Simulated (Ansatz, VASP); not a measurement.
Given: the input of a run of VASP 6.6.1 on CdTe. 

INCAR

```
SYSTEM = CdTe
PREC = Accurate
ENCUT = 520
EDIFF = 1E-7
ISMEAR = 0
SIGMA = 0.011
LREAL = .FALSE.
LASPH = .TRUE.
NELM = 60
ALGO = Fast
ISIF = 2
LWAVE = .FALSE.
LCHARG = .FALSE.
GGA = PE
```

The input KPOINTS:

```
Automatic mesh
0
G
  7 7 7
  0 0 0
```

File POSCAR:

```
CdTe
1.0
    0.0000000000      3.2050000000      3.2050000000
    3.2050000000      0.0000000000      3.2050000000
    3.2050000000      3.2050000000      0.0000000000
Te Cd
1 1
Direct
    0.7500000000      0.7500000000      0.7500000000
    0.0000000000      0.0000000000      0.0000000000
```

Potentials or basis: VASP PAW PBE potentials, release 64 (Te, Cd).

The run is started by

```console
$ cat potpaw_PBE.64/Te/POTCAR potpaw_PBE.64/Cd/POTCAR > POTCAR
$ mpirun -np 1 vasp_std > vasp.out
```

Problem. Translate it to Ansatz 0.2.0. Potentials or basis there: all-electron LAPW, scalar-relativistic.

Solution. As run (cutoffs and basis follow the program's own potentials, and thresholds, step limits or extra output files can differ):

input.yaml

```yaml
crystal:
  lattice:
    - [0.0, 3.205, 3.205]
    - [3.205, 0.0, 3.205]
    - [3.205, 3.205, 0.0]
  atoms:
    - { symbol: Te, position: [0.75, 0.75, 0.75] }
    - { symbol: Cd, position: [0.0, 0.0, 0.0] }
kpoints:
  mp_grid: { grid: [7, 7, 7] }
scf:
  occupations: { method: gaussian, width: 0.011 }
hamiltonian:
  xc: pbe
  pseudopotentials: { kind: all_electron, lapw: { basis_error: 0.001 } }
output:
  forces: true
  stress: true
  eigenvalues: true
```

Potentials or basis: all-electron LAPW, scalar-relativistic.

Run with:

```console
$ ansatz run input.yaml --threads 1 --pin off --max-ram 3072MiB --backend cpu --events-out ev --progress --plain --runs-dir out
```

Both were run:

|  | VASP | Ansatz |
| --- | --- | --- |
| Pressure | 4.4 GPa | 4.3 GPa |

Where Ansatz's input types no cutoff or centring, it takes its own default and a Γ-centred mesh.

Pressure is positive in compression.
